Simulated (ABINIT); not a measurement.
Runs of ABINIT 10.8.3 (patched build) on LuH2. The structure is cubic, space group Fm-3m (No. 225). Conventional cell: a = 5.033 Å, b = 5.033 Å, c = 5.033 Å, α = 90.00°, β = 90.00°, γ = 90.00°. Lu (site symmetry m-3m) has 8 H at 2.18 Å as nearest neighbours. Around H (site symmetry -43m) lie 4 Lu at 2.18 Å. 

```tsv
task	level	potentials or basis	k mesh	cutoff (eV)	fine-grid cutoff	mesh quality	gap on the mesh (eV)	pressure (GPa)
single point	LDA	JTH PAW LDA v2.0	4 × 4 × 4	816	1414.99 eV	coarse	none	-6.9
band structure	LDA	JTH PAW LDA v2.0	9 × 9 × 9	816	1414.99 eV	not flagged	none	-6.5
single point	LDA	JTH PAW LDA v2.0	5 × 5 × 5	816	1414.99 eV	coarse	none	-6.4
band structure	PBEsol	PseudoDojo NC SR PBEsol v0.4.1 standard	9 × 9 × 9	1361	-	not flagged	none	(a)
band structure	LDA-PZ	JTH PAW LDA v2.0	9 × 9 × 9	816	1414.99 eV	not flagged	none	-6.4
single point	LDA	JTH PAW LDA v2.0	7 × 7 × 7	816	1414.99 eV	not flagged	none	-6.6
single point	LDA	JTH PAW LDA v2.0	12 × 12 × 12	816	1414.99 eV	not flagged	none	-6.5
```

Alike in all rows: no spin polarisation; cell as given; smearing fermi-dirac 0.05 eV.

Question: Estimate the missing entries.

Answer: (a) -4.2.

Caveats: some runs use coarse meshes.

A k mesh can miss the band edges, and the runs leave out spin-orbit coupling on Lu.

A gap of «none» marks a metal or a gap under the smearing width.

Not every run made on this cell is shown here.
